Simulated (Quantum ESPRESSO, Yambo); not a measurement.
# Quasiparticle gap of GaN (P6_3mc) in Yambo, part 2 of 3

Wanted: ground state, empty states, screening and self-energy for GaN (P6_3mc).

Quantum ESPRESSO 7.5 and Yambo 5.3.0; PBE and many-body steps on it, plane waves. Known limits of the many-body steps: not at the basis limit; no spin-orbit coupling.

So far. Step 2 (Ground state): The gap is direct, at Γ. Step 3 (Bands along the symmetry lines): The gap is 2.001 eV, as in the run before at this level.

The database entry behind the starting cell differs from later determinations by our own check (about 0.3 % short, ideal inner coordinate), so it need not match the best structure at ambient conditions.

**4. Empty states on the mesh, 6×6×4 mesh, 92 bands**

Level of this step: DFT, PBE, plane waves, norm-conserving pseudopotentials (Quantum ESPRESSO).

The sums over transitions need many empty states on a uniform mesh; this step solves for them.

File pw.in:

```
&control
  calculation = 'nscf'
  prefix = 'x'
  outdir = 'o'
  pseudo_dir = 'pseudo'
/
&system
  ibrav = 0
  nat = 4
  ntyp = 2
  ecutwfc = 104.0
  nbnd = 92
  force_symmorphic = .true.
/
&electrons
  conv_thr = 1e-9
  electron_maxstep = 80
  diago_full_acc = .true.
  diago_thr_init = 5e-6
/
ATOMIC_SPECIES
  Ga 69.723 Ga.upf
  N 14.007 N.upf
CELL_PARAMETERS angstrom
  3.1800000000 0.0000000000 0.0000000000
  -1.5900000000 2.7539607840 0.0000000000
  0.0000000000 0.0000000000 5.1660000000
ATOMIC_POSITIONS crystal
  Ga 0.3333333333 0.6666666667 0.0000000000
  Ga 0.6666666667 0.3333333333 0.5000000000
  N 0.3333333333 0.6666666667 0.3750000000
  N 0.6666666667 0.3333333333 0.8750000000
K_POINTS automatic
  6 6 4 0 0 0
```

Started as:

```
OMP_NUM_THREADS=1 mpirun -n 4 pw.x -nk 4 -in pw.in > pw.out
```

Log:

```text
[banner, memory and clock lines left out]
Program PWSCF v.7.5 starts

     Atomic positions and unit cell read from directory:
     o/x.save/

     Message from routine setup:
     using ibrav=0 with symmetry is DISCOURAGED, use correct ibrav instead

     G-vector sticks info

     bravais-lattice index     =            0
     lattice parameter (alat)  =       6.0093  a.u.
     unit-cell volume          =     305.3064 (a.u.)^3
     number of atoms/cell      =            4
     number of atomic types    =            2
     number of electrons       =        52.00
     number of Kohn-Sham states=           92
     kinetic-energy cutoff     =     104.0000  Ry
     charge density cutoff     =     416.0000  Ry
     Exchange-correlation= PBE
                           (   1   4   3   4   0   0   0)

     celldm(1)=   6.009329  celldm(2)=   0.000000  celldm(3)=   0.000000
     celldm(4)=   0.000000  celldm(5)=   0.000000  celldm(6)=   0.000000

     crystal axes: (cart. coord. in units of alat)
               a(1) = (   1.000000   0.000000   0.000000 )
               a(2) = (  -0.500000   0.866025   0.000000 )
               a(3) = (   0.000000   0.000000   1.624528 )

     reciprocal axes: (cart. coord. in units 2 pi/alat)
               b(1) = (  1.000000  0.577350 -0.000000 )
               b(2) = (  0.000000  1.154701  0.000000 )
               b(3) = (  0.000000 -0.000000  0.615563 )
     Pseudo is Norm-conserving + core correction, Zval = 21.0
     Generated using ONCVPSP code by D. R. Hamann
     Using radial grid of 1902 points,  6 beta functions with:
     Pseudo is Norm-conserving + core correction, Zval =  5.0
     Generated using ONCVPSP code by D. R. Hamann
     Using radial grid of 1058 points,  4 beta functions with:
     Ga               21.00    69.72300     Ga( 1.00)
     N                 5.00    14.00700     N ( 1.00)

      6 Sym. Ops. (no inversion) found

   Cartesian axes

     site n.     atom                  positions (alat units)
         1        Ga     tau(   1) = (  -0.0000000   0.5773503   0.0000000  )
         2        Ga     tau(   2) = (   0.5000000   0.2886751   0.8122642  )
         3        N      tau(   3) = (  -0.0000000   0.5773503   0.6091981  )
         4        N      tau(   4) = (   0.5000000   0.2886751   1.4214623  )

     number of k points=    24
                       cart. coord. in units 2pi/alat
        k(    1) = (   0.0000000   0.0000000   0.0000000), wk =   0.0138889
        k(    2) = (   0.0000000   0.0000000   0.1538908), wk =   0.0277778
        k(    3) = (   0.0000000   0.0000000  -0.3077816), wk =   0.0138889
[...]
[... 12 further rows ...]
        k(   23) = (   0.0000000  -0.3849002   0.1538908), wk =   0.0833333
        k(   24) = (  -0.1666667  -0.4811252   0.1538908), wk =   0.1666667

     Dense  grid:    43821 G-vectors     FFT dimensions: (  40,  40,  64)

     The potential is recalculated from file :
     o/x.save/charge-density

     Starting wfcs are   34 randomized atomic wfcs +   58 random wfcs

     Band Structure Calculation

     End of band structure calculation

          k = 0.0000 0.0000 0.0000 (  5455 PWs)   bands (ev):

  -130.2435-130.2435 -80.9841 -80.9841 -80.9840 -80.9838 -80.9838 -80.9826
    -4.1846  -3.2664  -1.6792  -1.6580  -1.6580  -1.5951  -1.5951  -1.4088
    -1.4088  -1.3069  -1.3069  -0.0199   4.7284  10.7982  10.7982  11.7957
    11.8561  11.8561  13.8570  16.1938  21.1147  21.8318  21.8318  22.7620
[...]
75.8408  75.8408  78.2555  79.0897

          k = 0.0000 0.0000 0.1539 (  5486 PWs)   bands (ev):

  -130.2435-130.2435 -80.9841 -80.9841 -80.9840 -80.9840 -80.9839 -80.9829
[...]
76.3250  76.5370  76.8530  76.8530

          k = 0.0000 0.0000-0.3078 (  5444 PWs)   bands (ev):

  -130.2435-130.2435 -80.9840 -80.9840 -80.9840 -80.9840 -80.9833 -80.9833
[...]
66.9675  66.9675  69.1710  69.1710  69.1710  69.1710  71.2748  71.2748
    71.2748  71.2748  71.3654  71.3654  72.0781  72.0781  76.4864  76.4864
    77.2799  77.2799  77.2799  77.2799

          k = 0.0000 0.1925 0.0000 (  5469 PWs)   bands (ev):

     [... further k-points ...]

     highest occupied, lowest unoccupied level (ev):    11.8561   13.8570

     XML data file, pseudopotentials, collected wavefunctions
```

Elapsed: 16 s, on 4 MPI ranks of Arm Neoverse V2, shared host; peak memory 0.35 GiB.

Numbers from this step:

```
gap                                                           : 2.001 eV
k of the valence top                                          : 0, 0, 0
k of the conduction bottom                                    : 0, 0, 0
least direct gap                                              : 2.001 eV
k points computed                                             : 24
lowest point of the top converged band, above the valence top : 63.9001 eV
```

On this mesh the gap is 2.001 eV.

**5. Conversion and set-up**

This step: Yambo 5.3.0; conversion and set-up on PBE, plane waves, norm-conserving pseudopotentials.

The states are converted to the many-body program's format and the q mesh is built.

Started as:

```
(cd o/x.save; p2y > p2y.log; mv SAVE ../..); yambo > setup.log
```

Log:

```text
 Yambo, version 5.3.0

 [02] CORE Variables Setup
 =========================

  [02.01] Unit cells
  ==================

  Cell kind             :  HCP
  Atoms in the cell     :  Ga  N
  number of Ga atoms    :  2
  number of N  atoms    :  2

  List of atomic masses
  Mass of Ga    :  69.72300
  Mass of N     :  14.00700

  List of atomic coordinates    : [cc]
  Ga1       : -0.30047E-09   3.4695       0.0000      order 1
  Ga2       :  3.004665  1.734744  4.881163  order 2
  N1       : -0.30047E-09   3.4695       3.6609      order 3
  N2       :  3.004665  1.734744  8.542035  order 4

  Alat factors          :  6.009329  5.204232  9.762325 [a.u.]
  Direct lattice volume :  305.3064 [a.u.]
  Direct lattice vectors:  A[ 1 ]  A[ 2 ]  A[ 3 ]
   A[ 1 ]:  1.000000  0.000000  0.000000  [iru]
   6.009329  0.000000  0.000000  [cc]
   A[ 2 ]: -0.500000  1.000000  0.000000  [iru]
  -3.004665  5.204232  0.000000  [cc]
   A[ 3 ]:  0.000000  0.000000  1.000000  [iru]
   0.000000  0.000000  9.762325  [cc]

  Recip. lattice volume :  0.812463 [a.u.]
  Recip. lattice vectors:  B[ 1 ]  B[ 2 ]  B[ 3 ]
   B[ 1 ]:  1.000000  0.500000  0.000000  [iku]
   1.045572  0.603661 -0.000000  [cc]
   B[ 2 ]:  0.000000  1.000000  0.000000  [iku]
   0.000000  1.207322  0.000000  [cc]
   B[ 3 ]:  0.000000  0.000000  1.000000  [iku]
   0.000000 -0.000000  0.643616  [cc]

  [02.02] Symmetries
  ==================

  Inversion symmetry    : yes
  Spatial inversion     : no
  Inversion index       :   7
  K-space Time-reversal : yes
  Magnetic symmetries   : no
  Time-reversal derived K-space symmetries:   7  12
  Group table correct   : yes
  Symmetries units      :  [cc]

   [S  1]:   1.0000       0.0000       0.0000     -0.32760E-16   1.0000       0.0000       0.0000       0.0000       1.0000
   [S  2]: -0.500000  0.866025  0.000000 -0.866025 -0.500000  0.000000  0.000000  0.000000  1.000000
   [S  3]: -0.500000 -0.866025  0.000000  0.866025 -0.500000  0.000000  0.000000  0.000000  1.000000
   [S  4]:  -1.0000       0.0000       0.0000      0.32760E-16   1.0000       0.0000       0.0000       0.0000       1.0000
   [S  5]:  0.500000  0.866025  0.000000  0.866025 -0.500000  0.000000  0.000000  0.000000  1.000000
   [S  6]:  0.500000 -0.866025  0.000000 -0.866025 -0.500000  0.000000  0.000000  0.000000  1.000000
   [S* 7]:  -1.0000      -0.0000      -0.0000      0.32760E-16  -1.0000      -0.0000      -0.0000      -0.0000      -1.0000
   [S* 8]:  0.500000 -0.866025 -0.000000  0.866025  0.500000 -0.000000 -0.000000 -0.000000 -1.000000
   [S* 9]:  0.500000  0.866025 -0.000000 -0.866025  0.500000 -0.000000 -0.000000 -0.000000 -1.000000
   [S*10]:   1.0000      -0.0000      -0.0000     -0.32760E-16  -1.0000      -0.0000      -0.0000      -0.0000      -1.0000
   [S*11]: -0.500000 -0.866025 -0.000000 -0.866025  0.500000 -0.000000 -0.000000 -0.000000 -1.000000
[...]
K [14]         [rlu]:  0.166667  0.166667  0.250000
         WF components:   5465
  [... 9 further k-points ...]
  K [24]         [rlu]: -0.166667 -0.333333  0.250000
         WF components:   5469

  [02.05] Energies & Occupations
  ==============================

  [X] === General ===
  [X] Electronic Temperature                        :  0.000000  0.000000 [eV K]
  [X] Bosonic    Temperature                        :  0.000000  0.000000 [eV K]
  [X] Finite Temperature mode                       : no
  [X] El. density                                   :  0.11494E+25 [cm-3]
  [X] Fermi Level                                   :  11.85610 [eV]

  [X] === Gaps and Widths ===
  [X] Conduction Band Min                           :  2.000871 [eV]
  [X] Valence Band Max                              :  0.000000 [eV]
  [X] Filled Bands                                  :  26
  [X] Empty Bands                                   :   27   92
  [X] Direct Gap                                    :  2.000871 [eV]
  [X] Direct Gap localized at k                     :  1
  [X] Indirect Gap                                  :  2.000871 [eV]
  [X] Indirect Gap between kpts                     :  1  1
  [X] Last valence band width                       :  2.707424 [eV]
  [X] 1st conduction band width                     :  4.527718 [eV]

  E @ K [ 1]:  [eV]
  -142.0996 -142.0996  -92.8402  -92.8402  -92.8401  -92.8399  -92.8399  -92.8387
[...]
occ @ K [ 1]
[...]
E @ K [ 2]:  [eV]
[...]
occ @ K [ 2]
[...]
E @ K [ 3]:  [eV]
[...]
occ @ K [ 3]
[...]
E @ K [ 8]:  [eV]
[...]
occ @ K [ 8]
[...]
E @ K [ 9]:  [eV]
[...]
occ @ K [ 9]
[...]
E @ K [10]:  [eV]
[...]
occ @ K [10]
[...]
E @ K [11]:  [eV]
[...]
occ @ K [11]
[...]
E @ K [12]:  [eV]
[...]
occ @ K [12]
[...]
E @ K [13]:  [eV]
[...]
occ @ K [13]
[...]
E @ K [14]:  [eV]
[...]
occ @ K [14]
[...]
[... 9 further k-points ...]
  E @ K [24]:  [eV]
[...]
occ @ K [24]
[...]
0.000000  0.000000  0.000000  0.000000  0.000000  0.000000  0.000000  0.000000
   0.000000  0.000000  0.000000  0.000000  0.000000  0.000000  0.000000  0.000000

 [03] Transferred momenta grid and indexing
 ==========================================

 IBZ Q-points                                      :  24
 BZ  Q-points                                      :  144

 K/Q-points units:
 rlu = crystal or reduced units; cc = cartesian coordinates; iku = interal k-units

 Q [ 1]         [rlu]:  0.000000  0.000000  0.000000
 Q [ 2]         [rlu]:  0.000000  0.000000  0.250000
 Q [ 3]         [rlu]:  0.000000  0.000000 -0.500000
[...]
Q [ 8]         [rlu]: -0.12609E-16  0.33333      0.25000
 Q [ 9]         [rlu]: -0.12609E-16  0.33333     -0.50000
 Q [10]         [rlu]:  0.18914E-16 -0.50000       0.0000
     [... 12 further rows ...]
 Q [23]         [rlu]:  0.12609E-16 -0.33333      0.25000
 Q [24]         [rlu]: -0.166667 -0.333333  0.250000

  [03.01] X indexes
  =================

   [03.01.01] Sigma indexes
   ========================

 [06] Game Over & Game summary
```

Elapsed: 2.6 s, on 1 MPI rank; peak memory 0.25 GiB.

[end of part 2 of 3]

[Paths, hosts, dates, memory and timing lines, banners, echoed tables and standing remarks are left out of the program output.]

[Logs are printed without paths, hosts, clocks, repeated set-up lines and the standing remarks that a program may print on its own settings, such as how far it seeks lower states.]

[Runs of the session that timed out or met a known fault of the program may be left out.]

[Hosts, paths, dates, database ids (printed as entryN), source tags and the programs' standing remarks are cut or masked in the printed files.]
